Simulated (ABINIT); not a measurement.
C:

```
C
1.0
     2.52210    0.00000    0.00000
    -1.26105    2.18420    0.00000
     0.00000    0.00000   12.35570
C
12
Direct
  0.66667 0.33333 0.35417
  0.33333 0.66667 0.85417
  0.66667 0.33333 0.14583
  0.33333 0.66667 0.64583
  0.66667 0.33333 0.47917
  0.33333 0.66667 0.97917
  0.66667 0.33333 0.02083
  0.33333 0.66667 0.52083
  0.00000 0.00000 0.81250
  0.00000 0.00000 0.31250
  0.00000 0.00000 0.68750
  0.00000 0.00000 0.18750
```

This is a hexagonal form of diamond, not graphite.

| Property | Result |
| --- | --- |
| Program | ABINIT 10.8.3 (patched build) |
| Task | relaxation of cell and atoms |
| Functional | PBEsol |
| Potentials or basis | JTH PAW PBE v2.0 |
| Cutoff | 517 eV |
| k mesh | 12 × 12 × 3 |
| Occupations | fermi-dirac, width 0.05 eV |
| Spin | no spin polarisation |

At the start: pressure -4.9 GPa; volume 5.67 Å³/atom.

**Question.** How do energy, volume and symmetry change on relaxing?

**Answer.** Over 6 steps the energy falls by 2.3 meV/atom and the volume is 5.61 Å³/atom (-1.1 %); space group P6_3/mmc (No. 194, to 0.05 Å).

The path:
```tsv
step	energy change (eV)	largest force (eV/Å)	pressure (GPa)	volume (Å³)
1	0.0000	0.3445	-4.93	68.06
2	-0.0211	0.2301	1.78	67.04
3	-0.0264	0.1394	0.19	67.27
4	-0.0281	0.0337	-0.19	67.33
5	-0.0283	0.0106	-0.09	67.32
6	-0.0282	0.0017	0.00	67.30
```

Final structure:
```cif
data_structure
_symmetry_space_group_name_H-M 'P 1'
_symmetry_Int_Tables_number 1
_cell_length_a 2.5071
_cell_length_b 2.5071
_cell_length_c 12.3643
_cell_angle_alpha 90.000
_cell_angle_beta 90.000
_cell_angle_gamma 120.000
_cell_volume 67.30
loop_
_atom_site_label
_atom_site_type_symbol
_atom_site_fract_x
_atom_site_fract_y
_atom_site_fract_z
_atom_site_occupancy
C1 C 0.66667 0.33333 0.35492 1
C2 C 0.33333 0.66667 0.85492 1
C3 C 0.66667 0.33333 0.14508 1
C4 C 0.33333 0.66667 0.64508 1
C5 C 0.66667 0.33333 0.47924 1
C6 C 0.33333 0.66667 0.97924 1
C7 C 0.66667 0.33333 0.02076 1
C8 C 0.33333 0.66667 0.52076 1
C9 C 0.00000 0.00000 0.81314 1
C10 C 0.00000 0.00000 0.31314 1
C11 C 0.00000 0.00000 0.68686 1
C12 C 0.00000 0.00000 0.18686 1
```

Caveat: the PAW data sets were made with another functional, which shifts forces and pressure a little; the atomic spheres overlap.
